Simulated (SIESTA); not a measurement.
The system is Ru.

```
Ru
1.0
     2.70580    0.00000    0.00000
    -1.35290    2.34329    0.00000
     0.00000    0.00000    4.28190
Ru
2
Direct
  0.66667 0.33333 0.75000
  0.33333 0.66667 0.25000
```

Base run:

```yaml
Program: SIESTA 5.4.2
Functional: BLYP
Potentials_or_basis: PseudoDojo 0.4 standard (PBE files)
Basis: DZP (energy shift 0.002 Ry)
Grid_cutoff: 800 Ry
Energy_shift: 0.002 Ry
k_mesh: 11 × 11 × 6
Occupations: fermi-dirac, width 0.05 eV
Spin: no spin polarisation
```

Its results: band gap on the k mesh none (metal or under the smearing width); pressure 20.2 GPa.

Question: After a change of settings the same cell gave: band gap on the k mesh none (metal or under the smearing width); pressure 9.5 GPa. Which change was it?
A. functional from BLYP to RPBE
B. functional from BLYP to vdW-DF-cx
C. functional from BLYP to PBEGcGxHEG
D. functional from BLYP to PBEsol; potentials or basis from PseudoDojo 0.4 standard (PBE files) to PseudoDojo 0.4 standard (PBEsol files)

Answer: A.

Caveats: semicore shells carry a single zeta, which can move pressures by several GPa and volumes by a few percent; the potentials were made for another functional, which shifts forces and pressure; the basis of atomic orbitals isn't converged, which shifts pressures, moduli and gaps; so large a pressure means that the cell lies far from this level's equilibrium, or that cutoff or potentials fall short (some runs).

Runs at the PBE level aren't shown here.
